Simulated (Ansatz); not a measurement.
**What DFT gives for Hg2Pb**

```yaml
crystal:
  lattice:
    - [5.71362, 0.00000, 0.00000]
    - [0.00000, 5.71362, 0.00000]
    - [0.00000, 0.00000, 5.71362]
  atoms:
    - { symbol: Pb, position: [0.00000, 0.00000, 0.00000] }
    - { symbol: Pb, position: [0.50000, 0.50000, 0.50000] }
    - { symbol: Hg, position: [0.25000, 0.25000, 0.25000] }
    - { symbol: Hg, position: [0.25000, 0.75000, 0.75000] }
    - { symbol: Hg, position: [0.75000, 0.75000, 0.25000] }
    - { symbol: Hg, position: [0.75000, 0.25000, 0.75000] }
```

Level: PBE, no spin polarisation; 420 eV; 5×5×5 Γ-centred mesh; methfessel-paxton occupations (width 0.1 eV); Ansatz 0.2.0, fixed geometry.

Problem. Give the Bader charges.

Solution. Bader charges in e: Hg -0.11, Pb +0.21. In the mean Pb gives up most and Hg takes most, against the order of Pauling's electronegativities.

Problem. What does the stress say?

Solution. The pressure is 21.6 GPa (compression positive), so with the atoms held at these fractions the cell would first expand.

Problem. What do density and ELF say about some of the short contacts?

Solution. Pb–Hg at 2.47 Å: least valence density 0.65 e/Å³ and ELF 0.35 there. Both are smooth PAW fields, read partly inside the augmentation spheres.

Problem. What is the band gap?

Solution. The gap is 0.20 eV, indirect (the least direct gap found is 0.64 eV). A semilocal functional usually gives too small a gap.

Problem. Is it stable against the elements?

Solution. 0.95 eV an atom against the elements' usual phases (free molecules for gases, crystals otherwise, with no correction for O₂ or N₂), so at this geometry it isn't bound against them. Relaxing would lower it.

Origin: a known structure type with other elements, at an estimated volume, so it need not be a known compound. Caveats: no spin-orbit coupling, which can shift this gap by tenths of an eV; atoms or cell far from equilibrium; the gap is not wide against the smearing.
